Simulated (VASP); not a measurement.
Here is a VASP 6.6.1 calculation.

File POSCAR:

```
TePb                                    
1.0
    0.0000000000      3.2218515824      3.2218515824
    3.2218515824      0.0000000000      3.2218515824
    3.2218515824      3.2218515824      0.0000000000
  Te              Pb            
     1     1
Direct
     0.5000000000000000    0.5000000000000000    0.5000000000000000
     0.0000000000000000    0.0000000000000000    0.0000000000000000
```

INCAR.step1

```
SYSTEM = TePb
ALGO = Normal
EDIFF = 1E-8
ENCUT = 520
GGA = PE
ISIF = 2
ISMEAR = 0
KPAR = 4
LASPH = .True.
LCHARG = .False.
LEPSILON = .True.
LREAL = .False.
LWAVE = .False.
NELM = 80
PREC = Accurate
SIGMA = 0.03
```

KPOINTS.step1

```
Automatic mesh
0
G
  8 8 8
  0 0 0
```

The input INCAR.step2:

```
SYSTEM = TePb
ALGO = Normal
EDIFF = 1E-5
ENCUT = 520
GGA = PE
ISIF = 2
ISMEAR = 0
KPAR = 4
LASPH = .True.
LCHARG = .False.
LREAL = .False.
LWAVE = .True.
NELM = 80
PREC = Accurate
SIGMA = 0.03
```

KPOINTS.step2

```
k-points
0
Gamma
  6 6 6
  0 0 0
```

INCAR.step3

```
SYSTEM = TePb
AEXX = 0.0334
ALGO = Normal
EDIFF = 1E-6
ENCUT = 520
GGA = PE
HFRCUT = -1
ISIF = 2
ISMEAR = 0
ISTART = 1
KPAR = 4
LASPH = .True.
LCHARG = .False.
LHFCALC = .True.
LREAL = .False.
LWAVE = .False.
NELM = 80
PREC = Accurate
PRECFOCK = Fast
SIGMA = 0.03
```

The input KPOINTS.step3:

```
k-points
0
Gamma
  6 6 6
  0 0 0
```

File KPOINTS_OPT:

```
explicit points
6
Reciprocal
 0.0000000000  0.0000000000  0.0000000000 1
 0.3750000000  0.3750000000  0.7500000000 1
 0.5000000000  0.5000000000  0.5000000000 1
 0.6250000000  0.2500000000  0.6250000000 1
 0.5000000000  0.2500000000  0.7500000000 1
 0.5000000000  0.0000000000  0.5000000000 1
```

Potentials or basis: VASP PAW PBE potentials, release 64 (Te, Pb_d).

Run with:

```bash
$ cat potpaw_PBE.64/Te/POTCAR potpaw_PBE.64/Pb_d/POTCAR > POTCAR
$ cp INCAR.step1 INCAR
$ cp KPOINTS.step1 KPOINTS
$ mpirun -np 4 vasp_std > vasp.out
$ cp INCAR.step2 INCAR
$ cp KPOINTS.step2 KPOINTS
$ mpirun -np 4 vasp_std > vasp.out
$ cp INCAR.step3 INCAR
$ cp KPOINTS.step3 KPOINTS
$ mpirun -np 4 vasp_std > vasp.out
```

(1) Estimate the band gap along the path.

(2) What does it give for the pressure?

Results:

(1) 0.83 eV, direct.

(2) 2.4 GPa.

Caveat: the PAW data sets were made with another functional, which shifts forces and pressure a little; spin-orbit coupling is left out, which as a rule narrows the gap of such compounds by several tenths of an eV.

**Experimental background.**

A printed reference work, monograph reports, for a bulk crystal of TePb at 4.2 K: band gap 0.19 eV (direct).

Measured gap of TePb: 0.19 eV (direct; 4.2 K; a printed reference work, monograph). This calculation gives 0.83 eV (+0.64 eV). Spin-orbit coupling on Pb, Te is left out. The value is that of PBE-EpsX, without temperature or zero-point motion.
